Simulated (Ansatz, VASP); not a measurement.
## One calculation of Be, two programs

```
CELL_PARAMETERS angstrom
-1.28369 1.28369 1.28369
1.28369 -1.28369 1.28369
1.28369 1.28369 -1.28369
ATOMIC_POSITIONS crystal
Be 0.00000 0.00000 0.00000
```

Alike in both runs: task single point; functional BLYP; k mesh 20 × 20 × 20; occupations fermi-dirac, width 0.1 eV; no spin polarisation.

|  | VASP | Ansatz |
| --- | --- | --- |
| version | VASP 6.6.1 | Ansatz 0.2.0 |
| potentials or method | VASP PAW PBE potentials, release 64 (Be) | plane waves (420 eV) with PAW, scalar-relativistic |
| plane-wave cutoff (eV) | 520 | 420 |
| valence electrons in the cell | 2 | 2 |

|  | VASP | Ansatz | Ansatz less VASP |
| --- | --- | --- | --- |
| pressure (GPa) | -8.1 | -8.2 | -0.08 |

Caveats: the PAW data sets were made with another functional, which shifts forces and pressure a little (VASP).
